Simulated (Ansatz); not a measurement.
CsPbCl3:

```xyz
5
Lattice="5.6050 0.0000 0.0000 0.0000 5.6050 0.0000 0.0000 0.0000 5.6050" Properties=species:S:1:pos:R:3 pbc="T T T"
Pb    2.8025    2.8025    2.8025
Cs    0.0000    0.0000    0.0000
Cl    2.8025    0.0000    2.8025
Cl    0.0000    2.8025    2.8025
Cl    2.8025    2.8025    0.0000
```

* Program: Ansatz 0.2.0
* Task: relaxation of cell and atoms
* Functional: BLYP
* Dispersion: D3(BJ)
* Potentials or basis: Ansatz PAW
* Cutoff: 420 eV (not typed: the program's choice for these potentials)
* k mesh: 5 × 5 × 5
* Occupations: fermi-dirac, width 0.05 eV
* Spin: no spin polarisation

At the start: volume 35.22 Å³/atom.

Problem. Where does the relaxation end?

Solution. It ends after 4 steps and the volume is 36.76 Å³/atom (+4.4 %); space group Pm-3m (No. 221, to 0.05 Å).

Step by step:
```csv
step,energy change (eV),largest force (eV/Å),volume (Å³)
1,0.0000,0.0000,176.09
2,-0.0249,0.0000,181.43
3,-0.0276,0.0000,183.80
4,-0.0279,0.0000,183.80
```

Final structure:
```
Pb Cs Cl
1.0
     5.68564    0.00000    0.00000
     0.00000    5.68564    0.00000
     0.00000    0.00000    5.68564
Pb Cs Cl
1 1 3
Cartesian
  2.8428 2.8428 2.8428
  0.0000 0.0000 0.0000
  2.8428 0.0000 2.8428
  0.0000 2.8428 2.8428
  2.8428 2.8428 0.0000
```

Caveat: the plane-wave basis is chosen anew once the cell has moved, so the energies of steps on either side of that aren't comparable; the PAW data sets come from PBE, with cores solved anew for the run's functional, which leaves a small shift of forces and pressure.
